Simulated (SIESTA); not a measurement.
# RbCl in SIESTA: the effect of functional

RbCl:

```
CELL_PARAMETERS angstrom
0.00000 3.27400 3.27400
3.27400 0.00000 3.27400
3.27400 3.27400 0.00000
ATOMIC_POSITIONS crystal
Rb 0.00000 0.00000 0.00000
Cl 0.50000 0.50000 0.50000
```

Alike in all runs:

```yaml
Program: SIESTA 5.4.2
Task: band structure
Basis: DZP (energy shift 0.003 Ry; two zetas on semicore shells; d shell added on Rb)
Grid_cutoff: 800 Ry
Energy_shift: 0.003 Ry
k_mesh: 7 × 7 × 7
Occupations: fermi-dirac, width 0.05 eV
Spin: no spin polarisation
```

Q: One run gave: gap on the mesh 4.93 eV; pressure -0.1 GPa. Which functional did it use?
A. PBE
B. PBEsol
C. LDA

A: B.

```csv
functional,potentials or basis,gap on the mesh (eV),pressure (GPa)
PBE,PseudoDojo 0.4 standard (PBE files),5.09,1.1
LDA,PseudoDojo 0.4 standard (LDA files),4.64,-1.4
PBEsol,PseudoDojo 0.4 standard (PBEsol files),4.93,-0.1
```

Caveats: the basis of atomic orbitals isn't converged, which shifts pressures, moduli and gaps.

